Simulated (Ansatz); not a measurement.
Starting structure of a cell relaxation (symmetry kept):

```
Co O
1.0
     0.00000    2.13150    2.13150
     2.13150    0.00000    2.13150
     2.13150    2.13150    0.00000
Co O
1 1
Cartesian
  0.0000 0.0000 0.0000
  2.1315 2.1315 2.1315
```

These are results of Ansatz 0.2.0, DFT PBE, scalar-relativistic, plane waves, PAW, not measurements.

Plane waves to 420 eV, a k mesh through Γ of 16×16×16 on the computed 2-atom cell and Gaussian smearing (0.10 eV); collinear spin from starting moments 2.73 0.34 μB.

Question: What does it relax to?

Answer: The volume goes down by 0.10 Å³/atom to 9.58 Å³/atom, and the energy falls by 0.6 meV/atom. The cell ends with a moment of 2.93 μB (only this magnetic start was tried). Final structure:
```cif
data_structure
_symmetry_space_group_name_H-M 'P 1'
_symmetry_Int_Tables_number 1
_cell_length_a 3.0040
_cell_length_b 3.0040
_cell_length_c 3.0040
_cell_angle_alpha 60.000
_cell_angle_beta 60.000
_cell_angle_gamma 60.000
_cell_volume 19.17
loop_
_atom_site_label
_atom_site_type_symbol
_atom_site_fract_x
_atom_site_fract_y
_atom_site_fract_z
_atom_site_occupancy
Co1 Co 0.00000 0.00000 0.00000 1
O1 O 0.50000 0.50000 0.50000 1
```

The cell holds one magnetic atom, so it can only be ferromagnetic; an antiferromagnetic order may lie lower.